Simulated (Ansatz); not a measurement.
A trial cell of Ge, before relaxation:

```
Ge
1.0
     3.83752    0.00000    0.00000
     0.00000    3.83752    0.00000
     0.00000    0.00000    9.70980
Ge
6
Direct
  0.00000 0.50000 0.38136
  0.50000 0.00000 0.11864
  0.00000 0.50000 0.61864
  0.50000 0.00000 0.88136
  0.00000 0.00000 0.75000
  0.00000 0.00000 0.25000
```

Theory: DFT PBE, scalar-relativistic, plane waves, PAW (Ansatz). Cutoff 420 eV, Gaussian smearing, Γ-centred meshes. Cell and atoms relax first on a coarse mesh and then on a finer one. In between, the cell is made exact in the group found at 0.06 Å. In metals the finer mesh still leaves noise of several meV/atom or more. The steps can't lower the symmetry of their start. No spin polarisation.

A guess keeps its type if space group and coordination stay and the shape of the cell changes little (axis ratios within about 15 %, angles within 6°); the volume may change.

Q: Does this structure survive the relaxation?

A: It keeps its type. The symmetry stays P4_2/mmc (No. 131). The volume per atom grows by 17.7 %, from 23.8 to 28.0 Å³. The shortest distance goes from 2.30 Å (Ge–Ge) to 2.44 Å (Ge–Ge). The ratio c/a of the conventional cell changes by a factor of 1.06. Counting neighbours within 15 % of an atom's shortest distance, the start has Ge 3/4 and the end Ge 3/4.

The last run used a 10×10×4 mesh (in the run's order of axes) for its 6-atom cell and Gaussian smearing of 0.10 eV. A structure relaxed within its symmetry needn't be a true minimum.

In counts of neighbours, a slash parts the counts of unlike sites.
